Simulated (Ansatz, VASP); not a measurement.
**One calculation of Hf, two programs**

```xyz
2
Lattice="3.1578 0.0000 0.0000 -1.5789 2.7347 0.0000 0.0000 0.0000 5.0052" Properties=species:S:1:pos:R:3 pbc="T T T"
Hf    0.0000    1.8231    1.2513
Hf    1.5789    0.9116    3.7539
```

Alike in both runs: task single point; functional PBEsol; k mesh 12 × 12 × 8; occupations fermi-dirac, width 0.08 eV; no spin polarisation.

|  | VASP | Ansatz |
| --- | --- | --- |
| version | VASP 6.6.1 | Ansatz 0.2.0 |
| potentials or method | VASP PAW PBE potentials, release 64 (Hf_pv), cutoff 520 eV | all-electron LAPW, scalar-relativistic |

```tsv
	VASP	Ansatz	Ansatz less VASP
pressure (GPa)	-0.3	0.0	+0.38
largest component of the traceless stress (GPa)	0.07	0.01	-0.055
```

Ansatz ran all-electron here, so the differences hold the error of VASP's frozen core and of both bases. Ansatz warned: «optics_on_partly_filled_bands».

Caveats: the PAW data sets were made with another functional, which shifts forces and pressure a little (VASP). Spin-orbit coupling is left out, which matters for the levels of Hf.
